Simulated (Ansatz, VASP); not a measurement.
# InSb: VASP beside Ansatz

```xyz
2
Lattice="0.0000 3.3174 3.3174 3.3174 0.0000 3.3174 3.3174 3.3174 0.0000" Properties=species:S:1:pos:R:3 pbc="T T T"
In    0.0000    0.0000    0.0000
Sb    1.6587    1.6587    1.6587
```

Alike in both runs: functional PBE; k mesh 12 × 12 × 12; occupations gaussian, width 0.1 eV; no spin polarisation.

Ansatz relaxed the structure, and its values are those at the end. VASP's run is a single point on that final structure, the one shown.

|  | VASP | Ansatz |
| --- | --- | --- |
| version | VASP 6.6.1 | Ansatz 0.2.0 |
| potentials or method | VASP PAW PBE potentials, release 64 (In_d, Sb) | scalar-relativistic, plane waves, PAW |
| plane-wave cutoff (eV) | 520 | 420 |
| valence electrons in the cell | 18 | 28 |

```tsv
	VASP	Ansatz	Ansatz less VASP
gap on the k mesh at the Fermi level (eV)	none	none	-
pressure (GPa)	0.0	0.0	+0.02
```

A gap of «none» marks a metal or a gap that the smearing closes. The two sets of potentials don't hold the same shells in valence.

Caveats: this crystal is a semiconductor, whose small gap the functional closes, so the metal is an error of the method. Spin-orbit coupling is left out, which matters for the levels of Sb.
